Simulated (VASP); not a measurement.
# MgO (P6_3mc) in VASP: notebook

The runs below take MgO through single point, with PBEsol.

Everything below comes from runs of VASP 6.6.1. Logs are shortened: lines on timing, memory, paths and dates and some standing lists are left out, and cuts for length are marked.

## (1) The structure

It takes space group P6_3mc (No. 186, hexagonal). The conventional cell has a = 3.300 Å, b = 3.300 Å, c = 5.009 Å, α = 90.00°, β = 90.00°, γ = 120.00°. Around Mg (site symmetry 3m) lie 4 O at 1.97 to 1.99 Å. O (site symmetry 3m) is surrounded by 4 Mg at 1.97 to 1.99 Å.

Measurements of this composition are mostly on another form, of space group No. 225.

## (2) Single point, PBEsol

INCAR reads:

```
PREC     = Accurate       # precision mode
ENCUT    = 700            # plane-wave cutoff, eV
EDIFF    = 1E-6           # SCF threshold, eV
ISMEAR   = 0              # smearing method
SIGMA    = 0.02           # smearing width, eV
LREAL    = False          # projectors in reciprocal space
LASPH    = True           # aspherical terms in the spheres
NELM     = 100            # most SCF steps
ALGO     = Fast           # electronic algorithm
ISIF     = 2              # what is computed and relaxed
LWAVE    = False          # write WAVECAR
LCHARG   = False          # write CHGCAR
GGA      = PS             # functional
```

KPOINTS reads:

```
Automatic mesh
0
Gamma
  9 9 6
```

POSCAR reads:

```
MgO
1.0
    3.3004900000      0.0000000000      0.0000000000
   -1.6502500000      2.8583100000      0.0000000000
    0.0000000000      0.0000000000      5.0086300000
Mg O
2 2
Direct
    0.3333300000      0.6666700000      0.0034600000
    0.6666700000      0.3333300000      0.5034600000
    0.3333300000      0.6666700000      0.4011400000
    0.6666700000      0.3333300000      0.9011400000
```

Potentials or basis: VASP PAW PBE potentials, release 64 (Mg, O).

The run is started by

```
> cat potpaw_PBE.64/Mg/POTCAR potpaw_PBE.64/O/POTCAR > POTCAR
> mpirun -np 1 vasp_std > vasp.out
```

OUTCAR:

```text
PREC = Accurate
   ENCUT = 700
   EDIFF = 1E-6
   ISMEAR = 0
   LREAL = False
   LASPH = True
   NELM = 100
   ISIF = 2
   GGA = PS

 ion  position               nearest neighbor table
   1  0.333  0.667  0.003-   4 1.97   4 1.97   4 1.97   3 1.99   2 3.15   2 3.15   2 3.15   2 3.15
                             2 3.15   2 3.15
   2  0.667  0.333  0.503-   3 1.97   3 1.97   3 1.97   4 1.99   1 3.15   1 3.15   1 3.15   1 3.15
                             1 3.15   1 3.15
   3  0.333  0.667  0.401-   2 1.97   2 1.97   2 1.97   1 1.99
   4  0.667  0.333  0.901-   1 1.97   1 1.97   1 1.97   2 1.99

  LATTYP: Found a hexagonal cell.
 ALAT       =     3.3004900000
 C/A-ratio  =     1.5175413348

  Lattice vectors:

 A1 = (   3.3004900000,   0.0000000000,   0.0000000000)
 A2 = (  -1.6502500000,   2.8583100000,   0.0000000000)
 A3 = (   0.0000000000,   0.0000000000,   5.0086300000)

Analysis of symmetry for initial positions (statically):
=====================================================================
 Subroutine PRICEL returns:
 Original cell was already a primitive cell.

 Routine SETGRP: Setting up the symmetry group for a
 hexagonal supercell.

 Subroutine GETGRP returns: Found  4 space group operations
 (whereof  2 operations were pure point group operations)
 out of a pool of 24 trial point group operations.

The static configuration has the point symmetry C_1h.
 The point group associated with its full space group is C_2v.

Analysis of symmetry for dynamics (positions and initial velocities):
=====================================================================
 Subroutine PRICEL returns:
 Original cell was already a primitive cell.

 Routine SETGRP: Setting up the symmetry group for a
 hexagonal supercell.

 Subroutine GETGRP returns: Found  4 space group operations
 (whereof  2 operations were pure point group operations)
 out of a pool of 24 trial point group operations.

The dynamic configuration has the point symmetry C_1h.
 The point group associated with its full space group is C_2v.

 Subroutine INISYM returns: Found  4 space group operations
 (whereof  2 operations are pure point group operations),
 and found     1 'primitive' translations

----------------------------------------------------------------------------------------

                                     Primitive cell

  volume of cell :      47.2505

  direct lattice vectors                    reciprocal lattice vectors
[... 104 lines left out ...]
   EMIN   =  10.00;   EMAX   =-10.00  energy-range for DOS
   EFERMI =   0.00;   METHOD = LEGACY
   ISMEAR =     0;   SIGMA  =   0.02  broadening in eV -4-tet -1-fermi 0-gaus
   EFERMI_NEDOS =   21; number of points for ismear=-14 and -15
   IALGO  =     68    algorithm
   IMIX   =      4    mixing-type and parameters
     AMIX     =   0.40;   BMIX     =  1.00
     AMIX_MAG =   1.60;   BMIX_MAG =  1.00
  volume/ion in A,a.u.               =      11.81        79.72
  Fermi-wavevector in a.u.,A,eV,Ry     =   1.141071  2.156311 17.715365  1.302043
  Thomas-Fermi vector in A             =   2.277772
   LORBIT       =      0    0 simple, 1 ext, 2 COOP (PROOUT), +10 PAW based schemes
   GGA     = PS    functional components
   LHFCALC =     F    Hartree Fock is set to
   AEXX    =    0.0000 exact exchange contribution
   IVDW    =     0    specifies the selected vdW correction
   LEPSILON=     F    determine dielectric tensor
   LRPA    =     F    only Hartree local field effects (RPA)
 non-spin polarized calculation
 RMM-DIIS sequential band-by-band and
 Gauss-broadening in eV      SIGMA  =   0.02
  energy-cutoff  :      700.00
  volume of cell :       47.25
 maximum number of plane-waves:      2022
   NGX = 15   NGY = 15   NGZ = 21

 number of electron      15.9999998 magnetization

 Free energy of the ion-electron system (eV)
  ---------------------------------------------------
  ext. energy  EPLUGINS =         0.00000000
  ---------------------------------------------------
  free energy    TOTEN  =       -24.56159311 eV

  energy without entropy =      -24.56159311  energy(sigma->0) =      -24.56159311

 E-fermi :   1.1341     XC(G=0):  -9.9749

 val. band max:        0.9934881749   @ k =   0.0000   0.0000   0.0000
 cond. band min:       4.3671007810   @ k =   0.0000   0.0000   0.0000
 fundamental gap:      3.3736126061
 Fermi energy:         1.1341195787

 k-point     1 :       0.0000    0.0000    0.0000
  band No.  band energies     occupation
      1     -15.1695      2.00000
      2     -14.3524      2.00000
      3      -2.3213      2.00000
      4       0.2500      2.00000
      5       0.2501      2.00000
      6       0.5815      2.00000
      7       0.5815      2.00000
      8       0.9935      2.00000
      9       4.3671      0.00000
     10       9.4098      0.00000
     11      11.1878      0.00000
     12      15.0307      0.00000
[... 331 lines left out ...]
 k-point    24 :       0.4444    0.3333    0.0000
  band No.  band energies     occupation
      1     -14.4495      2.00000
      2     -14.2686      2.00000
      3      -1.8674      2.00000
      4      -1.0715      2.00000
      5      -0.7312      2.00000
      6      -0.5752      2.00000
      7      -0.0532      2.00000
      8       0.1101      2.00000
      9       8.9116      0.00000
     10       9.2405      0.00000
     11      10.4925      0.00000
     12      11.6259      0.00000

 [... further k-points ...]

------------------------ aborting loop because EDIFF is reached ----------------------------------------

  FORCE on cell =-STRESS in cart. coord.  units (eV):
  Direction    XX          YY          ZZ          XY          YZ          ZX
  --------------------------------------------------------------------------------------
  -------------------------------------------------------------------------------------
  Total       -0.0067936     -0.0061282     -0.0070318      0.0005763      0.0000000      0.0000000
  in kB       -0.2303578     -0.2077953     -0.2384349      0.0195403      0.0000000      0.0000000
  external PRESSURE =      -0.2255293 kB  Pullay stress =       0.0000000 kB

 VOLUME and BASIS-vectors are now :
 -----------------------------------------------------------------------------
  energy-cutoff  :      700.00
  volume of cell :       47.25
      direct lattice vectors                 reciprocal lattice vectors
     3.300490000  0.000000000  0.000000000     0.302985314  0.174929072  0.000000000
    -1.650250000  2.858310000  0.000000000     0.000000000  0.349857083  0.000000000
     0.000000000  0.000000000  5.008630000     0.000000000  0.000000000  0.199655395

 POSITION                                       TOTAL-FORCE (eV/Angst)
 -----------------------------------------------------------------------------------
     -0.00002      1.90555      0.01733         0.000328     -0.000189      0.000721
      1.65026      0.95276      2.52164        -0.000328      0.000189      0.000721
     -0.00002      1.90555      2.00916         0.000329     -0.000190     -0.000721
      1.65026      0.95276      4.51348        -0.000329      0.000190     -0.000721
 -----------------------------------------------------------------------------------
    total drift:                               -0.000000     -0.000000      0.000939

  FREE ENERGIE OF THE ION-ELECTRON SYSTEM (eV)
  ---------------------------------------------------
  free  energy   TOTEN  =       -24.5615931111 eV

  energy  without entropy=      -24.5615931111  energy(sigma->0) =      -24.56159311
```

stdout:

```text
POSCAR found type information on POSCAR MgO
 POSCAR found :  2 types and       4 ions
 scaLAPACK will be used
 -----------------------------------------------------------------------------
|                                                                             |
|                                                                             |
|     You enforced a specific xc type in the INCAR file but a different       |
|     I HOPE YOU KNOW WHAT YOU ARE DOING!                                     |
|                                                                             |
 -----------------------------------------------------------------------------

 LDA part: xc-table for (Slater+PW92), standard interpolation
 POSCAR, INCAR and KPOINTS ok, starting setup
 FFT: planning ... GRIDC
 FFT: planning ... GRID_SOFT
 FFT: planning ... GRID
 WAVECAR not read
 entering main loop
```

Run time: 51 s. Hardware: 1 thread of Intel Xeon Platinum 8488C (Sapphire Rapids), shared host; peak memory 0.25 GiB.

Results:

```yaml
Free_energy: -24.5616 eV
Pressure: 0.0 GPa
Band_gap_on_the_k_mesh: 3.37 eV, direct
```

Caveat: the PAW data sets were made with another functional, which shifts forces and pressure a little; an odd mesh through Γ misses points on the zone boundary, where band edges often lie.

## (3) Single point, PBEsol

Edit INCAR of step 2 so:

```diff
@@ -1,3 +1,3 @@
 PREC     = Accurate       # precision mode
-ENCUT    = 700            # plane-wave cutoff, eV
+ENCUT    = 520            # plane-wave cutoff, eV
 EDIFF    = 1E-6           # SCF threshold, eV
```

KPOINTS reads:

```
Automatic mesh
0
Gamma
  12 12 8
```

POSCAR is that of step 2.

Potentials or basis: VASP PAW PBE potentials, release 64 (Mg, O).

The run is started by

```
> cat potpaw_PBE.64/Mg/POTCAR potpaw_PBE.64/O/POTCAR > POTCAR
> mpirun -np 1 vasp_std > vasp.out
```

OUTCAR:

```text
PREC = Accurate
   ENCUT = 520
   EDIFF = 1E-6
   ISMEAR = 0
   LREAL = False
   LASPH = True
   NELM = 100
   ISIF = 2
   GGA = PS

 ion  position               nearest neighbor table
   1  0.333  0.667  0.003-   4 1.97   4 1.97   4 1.97   3 1.99   2 3.15   2 3.15   2 3.15   2 3.15
                             2 3.15   2 3.15
   2  0.667  0.333  0.503-   3 1.97   3 1.97   3 1.97   4 1.99   1 3.15   1 3.15   1 3.15   1 3.15
                             1 3.15   1 3.15
   3  0.333  0.667  0.401-   2 1.97   2 1.97   2 1.97   1 1.99
[... 568 lines left out ...]
  --------------------------------------------------------------------------------------
  -------------------------------------------------------------------------------------
  Total        0.0486467      0.0493136      0.0483268      0.0005774      0.0000000      0.0000000
  in kB        1.6495197      1.6721312      1.6386714      0.0195774      0.0000000      0.0000000
  external PRESSURE =       1.6534408 kB  Pullay stress =       0.0000000 kB

 VOLUME and BASIS-vectors are now :
 -----------------------------------------------------------------------------
  energy-cutoff  :      520.00
  volume of cell :       47.25
      direct lattice vectors                 reciprocal lattice vectors
     3.300490000  0.000000000  0.000000000     0.302985314  0.174929072  0.000000000
    -1.650250000  2.858310000  0.000000000     0.000000000  0.349857083  0.000000000
     0.000000000  0.000000000  5.008630000     0.000000000  0.000000000  0.199655395

 POSITION                                       TOTAL-FORCE (eV/Angst)
 -----------------------------------------------------------------------------------
     -0.00002      1.90555      0.01733         0.000327     -0.000189      0.000106
      1.65026      0.95276      2.52164        -0.000327      0.000189      0.000106
     -0.00002      1.90555      2.00916         0.000329     -0.000190     -0.000106
      1.65026      0.95276      4.51348        -0.000329      0.000190     -0.000106
 -----------------------------------------------------------------------------------
    total drift:                               -0.000000     -0.000000      0.001114

  FREE ENERGIE OF THE ION-ELECTRON SYSTEM (eV)
  ---------------------------------------------------
  free  energy   TOTEN  =       -24.5503925287 eV

  energy  without entropy=      -24.5503925287  energy(sigma->0) =      -24.55039253
```

OSZICAR:

```text
N       E                     dE             d eps       ncg     rms          rms(c)
DAV:   1     0.704557740254E+02    0.70456E+02   -0.77752E+03  5160   0.117E+03
DAV:   2    -0.233231024454E+02   -0.93779E+02   -0.85952E+02  7064   0.237E+02
DAV:   3    -0.283938234623E+02   -0.50707E+01   -0.50486E+01  6492   0.600E+01
DAV:   4    -0.284227427921E+02   -0.28919E-01   -0.28917E-01  5432   0.538E+00
DAV:   5    -0.284229367479E+02   -0.19396E-03   -0.19395E-03  6268   0.432E-01    0.109E+01
RMM:   6    -0.245920938827E+02    0.38308E+01   -0.13945E+01  5283   0.273E+01    0.352E+00
RMM:   7    -0.245768124420E+02    0.15281E-01   -0.58824E-01  6074   0.526E+00    0.224E+00
RMM:   8    -0.245556050590E+02    0.21207E-01   -0.15421E-01  5906   0.469E+00    0.520E-01
RMM:   9    -0.245507138338E+02    0.48912E-02   -0.11146E-02  6522   0.847E-01    0.324E-01
RMM:  10    -0.245521691222E+02   -0.14553E-02   -0.39868E-02  6426   0.143E+00    0.284E-01
RMM:  11    -0.245506302173E+02    0.15389E-02   -0.26250E-03  5865   0.394E-01    0.134E-01
RMM:  12    -0.245503879566E+02    0.24226E-03   -0.13640E-03  6022   0.305E-01    0.214E-02
RMM:  13    -0.245503939386E+02   -0.59820E-05   -0.48068E-05  6367   0.587E-02    0.146E-02
RMM:  14    -0.245503946916E+02   -0.75300E-06   -0.72347E-05  6017   0.617E-02    0.949E-03
RMM:  15    -0.245503933414E+02    0.13501E-05   -0.31969E-06  4957   0.152E-02    0.670E-03
RMM:  16    -0.245503925287E+02    0.81269E-06   -0.39462E-06  4913   0.155E-02
   1 F= -.24550393E+02 E0= -.24550393E+02  d E =-.122681E-14
```

stdout:

```text
POSCAR found type information on POSCAR MgO
 POSCAR found :  2 types and       4 ions
 scaLAPACK will be used
 -----------------------------------------------------------------------------
|                                                                             |
|                                                                             |
|     You enforced a specific xc type in the INCAR file but a different       |
|     I HOPE YOU KNOW WHAT YOU ARE DOING!                                     |
|                                                                             |
 -----------------------------------------------------------------------------

 LDA part: xc-table for (Slater+PW92), standard interpolation
 POSCAR, INCAR and KPOINTS ok, starting setup
 FFT: planning ... GRIDC
 FFT: planning ... GRID_SOFT
 FFT: planning ... GRID
 WAVECAR not read
 entering main loop
```

Wall time 84 s (1 thread of Intel Xeon Platinum 8488C (Sapphire Rapids), shared host); peak memory 0.26 GiB.

Results:

```
Free energy            : -24.5504 eV
Pressure               : 0.2 GPa
Band gap on the k mesh : 3.37 eV, direct
```

Caveat: the PAW data sets were made with another functional, which shifts forces and pressure a little.
